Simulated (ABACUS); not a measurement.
Na:

```
CELL_PARAMETERS angstrom
-2.14100 2.14100 2.14100
2.14100 -2.14100 2.14100
2.14100 2.14100 -2.14100
ATOMIC_POSITIONS crystal
Na 0.00000 0.00000 0.00000
```

```yaml
Program: ABACUS 3.10.1
Task: relaxation of cell and atoms
Functional: BLYP
Potentials_or_basis: SSSP 1.3 efficiency PBE
Cutoff: 748 eV
Density_cutoff: 5987 eV
Basis: plane waves
k_mesh: 7 × 7 × 7
Occupations: fermi-dirac, width 0.05 eV
Spin: no spin polarisation
```

At the start: pressure -0.3 GPa; volume 39.26 Å³/atom.

Task: Where does the relaxation end?

Result: Over 3 steps the energy falls by 2.3 meV/atom and the volume is 37.24 Å³/atom (-5.1 %); space group Im-3m (No. 229, to 0.05 Å).

Step by step:
```
step  energy change (eV)  largest force (eV/Å)  pressure (GPa)  volume (Å³)
   1              0.0000                0.0000           -0.32        39.26
   2             -0.0003                0.0000           -0.30        39.12
   3             -0.0023                0.0000            0.02        37.24
```

Final structure:
```yaml
crystal:
  lattice:
    - [-2.10361, 2.10361, 2.10361]
    - [2.10361, -2.10361, 2.10361]
    - [2.10361, 2.10361, -2.10361]
  atoms:
    - { symbol: Na, position: [0.00000, 0.00000, 0.00000] }
```

Caveat: the potentials were made for another functional, which shifts forces and pressure.
